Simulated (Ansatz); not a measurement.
**Mg2Si: how the settings move a single-point run**

Aim: see which settings change the result for Mg2Si, by how much, and at what cost.

Method: reference: DFT, HSE06, plane waves, PAW, in Ansatz 0.2.0.

1 further run of the same task is left out (it didn't finish).

### Step 1. The system as given

It takes space group Fm-3m (No. 225, cubic). The conventional cell has a = 6.338 Å, b = 6.338 Å, c = 6.338 Å, α = 90.00°, β = 90.00°, γ = 90.00°. Mg (site symmetry -43m) is surrounded by 4 Si at 2.74 Å. Si (site symmetry m-3m) has 8 Mg at 2.74 Å as nearest neighbours.

Coordinates:

```cif
data_structure
_symmetry_space_group_name_H-M 'Fm-3m'
_symmetry_Int_Tables_number 225
_cell_length_a 6.3379
_cell_length_b 6.3379
_cell_length_c 6.3379
_cell_angle_alpha 90.000
_cell_angle_beta 90.000
_cell_angle_gamma 90.000
_cell_volume 254.59
loop_
_atom_site_label
_atom_site_type_symbol
_atom_site_symmetry_multiplicity
_atom_site_Wyckoff_symbol
_atom_site_fract_x
_atom_site_fract_y
_atom_site_fract_z
_atom_site_occupancy
Mg1 Mg 8 c 0.25000 0.75000 0.75000 1
Si1 Si 4 a 0.00000 0.00000 0.00000 1
```

### Step 2. Baseline

Contents of input.yaml:

```yaml
crystal:
  lattice:
    - [0.0, 3.16897055, 3.16897055]
    - [3.16897055, 0.0, 3.16897055]
    - [3.16897055, 3.16897055, 0.0]
  atoms:
    - { symbol: Mg, position: [0.25, 0.25, 0.25] }
    - { symbol: Mg, position: [0.75, 0.75, 0.75] }
    - { symbol: Si, position: [0.0, 0.0, 0.0] }
kpoints:
  mp_grid: { grid: [4, 4, 4] }
hamiltonian:
  xc: hse06
scf:
  occupations: { method: fixed }
  n_extra_bands: 4
output:
  forces: true
  stress: true
  eigenvalues: true
  write_density: true
  write_potential: true
  elf: true
  volumetric_format: npy
```

Command:

```sh
$ ansatz run input.yaml --threads 4 --pin off --max-ram 5529MiB --backend cpu --events-out ev --progress --plain --runs-dir out
```

### Step 3. Changing settings: exchange pbe, correlation pbe, coeff 0.3, omega 0.5

input.yaml, as its differences from that of step 2:

```diff
@@ -12,3 +12,3 @@
 hamiltonian:
-  xc: hse06
+  xc: { exchange: pbe, correlation: pbe, exx: { coeff: 0.3, omega: 0.5 } }
 scf:
@@ -20,5 +20 @@
   eigenvalues: true
-  write_density: true
-  write_potential: true
-  elf: true
-  volumetric_format: npy
```

### Step 4. Variant: exchange pbe, correlation pbe, coeff 0.35, omega 0.2078

input.yaml, as its differences from that of step 2:

```diff
@@ -12,3 +12,6 @@
 hamiltonian:
-  xc: hse06
+  xc:
+    exchange: pbe
+    correlation: pbe
+    exx: { coeff: 0.35, omega: 0.2078 }
 scf:
@@ -20,5 +23 @@
   eigenvalues: true
-  write_density: true
-  write_potential: true
-  elf: true
-  volumetric_format: npy
```

### Step 5. Changed: exchange pbe, correlation pbe, coeff 0.4, omega 0.5

input.yaml, as its differences from that of step 2:

```diff
@@ -12,3 +12,3 @@
 hamiltonian:
-  xc: hse06
+  xc: { exchange: pbe, correlation: pbe, exx: { coeff: 0.4, omega: 0.5 } }
 scf:
@@ -20,5 +20 @@
   eigenvalues: true
-  write_density: true
-  write_potential: true
-  elf: true
-  volumetric_format: npy
```

### Step 6. Changing settings: occupations.method gaussian, occupations.width 0.05

input.yaml, as its differences from that of step 2:

```diff
@@ -14,3 +14,3 @@
 scf:
-  occupations: { method: fixed }
+  occupations: { method: gaussian, width: 0.05 }
   n_extra_bands: 4
@@ -20,5 +20 @@
   eigenvalues: true
-  write_density: true
-  write_potential: true
-  elf: true
-  volumetric_format: npy
```

**Question.** What will these runs give? Wanted: for each run, ending; energy change; pressure; gap; force.

**Answer**, as computed:

```
                                                       run     ending       energy change  pressure (GPa)  gap (eV)  force (eV/Å)  cycles   time
                                                 reference  converged                   0             0.0      0.57          0.00      13  3.5 s
    1: exchange pbe, correlation pbe, coeff 0.3, omega 0.5  converged      not comparable             0.3      0.32          0.00      12  3.5 s
2: exchange pbe, correlation pbe, coeff 0.35, omega 0.2078  converged      not comparable            -0.3      0.74          0.00      16  3.9 s
    3: exchange pbe, correlation pbe, coeff 0.4, omega 0.5  converged      not comparable             0.1      0.38          0.00      14  3.6 s
    4: occupations.method gaussian, occupations.width 0.05  converged  0.0 meV/atom (σ→0)             0.0      0.57          0.00       -  3.5 s
```

Times don't compare one to one where runs were asked for different outputs or read a saved state (see the inputs); cycles may leave out searches for a lower state.

Residual by cycle in the longest SCF loop of each run; runs are numbered as in the table. The quantity is the density residual dr2, in eV.

```
cycle  reference    run 1    run 2    run 3    run 4
    1    0.00412  0.00451  0.00738  0.00752  0.00415
    2     8.7e-4   9.0e-4  0.00159  0.00149   8.7e-4
    3     3.2e-4   1.8e-4  0.00108   5.4e-4   3.2e-4
    4     5.3e-5   3.2e-5   1.9e-4   1.1e-4   5.3e-5
    5     3.9e-6   1.2e-6   3.0e-5   7.3e-6   3.7e-6
    6     9.9e-7        -   5.2e-6   1.8e-6   9.4e-7
```

What this shows: «occupations.method gaussian, occupations.width 0.05» leaves the energy as it was.
